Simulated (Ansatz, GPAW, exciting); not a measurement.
## One calculation of LiCl, 3 ways

```
CELL_PARAMETERS angstrom
0.00000 2.56477 2.56477
2.56477 0.00000 2.56477
2.56477 2.56477 0.00000
ATOMIC_POSITIONS crystal
Cl 0.50000 0.50000 0.50000
Li 0.00000 0.00000 0.00000
```

Alike in all runs: task band structure; functional RPBE; k mesh 9 × 9 × 9; occupations fermi-dirac, width 0.05 eV; no spin polarisation; no spin-orbit coupling. Pressure is positive in compression and, in plane waves, holds the error of the finite cutoff. Gaps are the smaller of the mesh's and the band path's.

| program and potentials | plane-wave cutoff (eV) | notes | band gap (eV) | pressure (GPa) |
| --- | --- | --- | --- | --- |
| exciting, all-electron LAPW+lo, shipped species files, valence relativity zora | - | - | 6.59 | - |
| Ansatz, all-electron LAPW, scalar-relativistic | - | - | 6.57 | 2.41 |
| GPAW, the program's PAW data sets (release 1.2.1) made for this functional | 800 | - | 6.56 | 2.34 |

The band gap spans 6.56 (GPAW, the program's PAW data sets (release 1.2.1) made for this functional) to 6.59 eV (exciting, all-electron LAPW+lo, shipped species files, valence relativity zora), with all-electron results at 6.57 to 6.59. The pressure spans 2.34 (GPAW, the program's PAW data sets (release 1.2.1) made for this functional) to 2.41 GPa (Ansatz, all-electron LAPW, scalar-relativistic), with all-electron results at 2.41.

Differences between rows come from potentials, basis sets and numerical settings, since the functional is the same but for its coding. Runs on potential files found faulty are left out.
